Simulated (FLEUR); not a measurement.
MoSe2: band structure with PBE

MoSe2:

```xyz
6
Lattice="3.2880 0.0000 0.0000 -1.6440 2.8475 0.0000 0.0000 0.0000 12.9000" Properties=species:S:1:pos:R:3 pbc="T T T"
Mo    1.6440    0.9492    9.6750
Mo    0.0000    1.8983    3.2250
Se    1.6440    0.9492    4.8375
Se    0.0000    1.8983   11.2875
Se    1.6440    0.9492    1.6125
Se    0.0000    1.8983    8.0625
```

```yaml
Program: FLEUR MaX-R8.1 (later development tree)
Task: band structure
Functional: PBE
Potentials_or_basis: all-electron
Basis: FLAPW
Kmax: 4.9 1/bohr
k_mesh: 7 × 7 × 2
Occupations: fermi-dirac, width 0.05 eV
Spin: spin-orbit coupling, no magnetisation
Gmax: 15.2 1/bohr
Muffin-tin_radii: Mo 2.36, Se 2.0 bohr
lmax: Mo 9, Se 8
Local_orbitals_a_species: Mo 5, Se 4
Max_iterations: 60
Mixing_factor: 0.05
Mixer: Anderson
Mixer_history: 15
Density_convergence: 1e-05 me/bohr^3
```

| Item | Value |
| --- | --- |
| Band gap on the k mesh | 1.02 eV, indirect (least direct gap 1.72 eV) |
| Band gap along the path | 0.84 eV, indirect (least direct gap 1.32 eV) |
| Valence electrons inside the program's atomic spheres | Mo 11.86; Se 13.28 (radii Mo 2.36, Se 2.0 bohr) |

Levels at the corners of the path, in eV from the valence-band top:
```csv
point,band 89,band 90,band 91,band 92,band 93,band 94,band 95,band 96
Γ,-0.89,-0.89,0.00,0.00,2.26,2.26,2.31,2.31
M,-1.21,-1.21,-1.19,-1.19,1.35,1.35,1.39,1.39
K,-0.71,-0.71,-0.46,-0.46,0.87,0.87,0.89,0.89
Γ,-0.89,-0.89,0.00,0.00,2.26,2.26,2.31,2.31
A,-0.20,-0.20,-0.20,-0.20,2.28,2.28,2.28,2.28
L,-1.23,-1.23,-1.23,-1.23,1.37,1.37,1.37,1.37
H,-0.69,-0.69,-0.50,-0.50,0.87,0.87,0.89,0.89
A,-0.20,-0.20,-0.20,-0.20,2.28,2.28,2.28,2.28
L,-1.23,-1.23,-1.23,-1.23,1.37,1.37,1.37,1.37
M,-1.21,-1.21,-1.19,-1.19,1.35,1.35,1.39,1.39
K,-0.71,-0.71,-0.46,-0.46,0.87,0.87,0.89,0.89
H,-0.69,-0.69,-0.50,-0.50,0.87,0.87,0.89,0.89
```

Core levels (eV from the Fermi level):
```tsv
atom	levels
1 Mo	1s1/2 -19810.2, 2s1/2 -2795.0, 2p1/2 -2570.9, 2p3/2 -2464.4, 3s1/2 -473.4, 3p1/2 -388.1, 3p3/2 -370.6, 3d3/2 -220.0, 3d5/2 -216.7
2 Mo	1s1/2 -19810.2, 2s1/2 -2795.0, 2p1/2 -2570.9, 2p3/2 -2464.4, 3s1/2 -473.4, 3p1/2 -388.1, 3p3/2 -370.6, 3d3/2 -220.0, 3d5/2 -216.7
3 Se	1s1/2 -12495.7, 2s1/2 -1601.2, 2p1/2 -1435.8, 2p3/2 -1394.1, 3s1/2 -208.2, 3p1/2 -151.6, 3p3/2 -145.8
4 Se	1s1/2 -12495.7, 2s1/2 -1601.2, 2p1/2 -1435.8, 2p3/2 -1394.1, 3s1/2 -208.2, 3p1/2 -151.6, 3p3/2 -145.8
5 Se	1s1/2 -12495.7, 2s1/2 -1601.2, 2p1/2 -1435.8, 2p3/2 -1394.1, 3s1/2 -208.2, 3p1/2 -151.6, 3p3/2 -145.8
6 Se	1s1/2 -12495.7, 2s1/2 -1601.2, 2p1/2 -1435.8, 2p3/2 -1394.1, 3s1/2 -208.2, 3p1/2 -151.6, 3p3/2 -145.8
```

Run time: 32 min on 1 thread of Arm Neoverse V2 (shared host), peak memory 0.48 GiB.

Caveat: spin-orbit coupling is added in second variation on a limited number of bands; the mesh misses the band edges, which the band path finds closer together. Expect the measured gap to be larger: semilocal functionals such as PBE lack the derivative discontinuity.
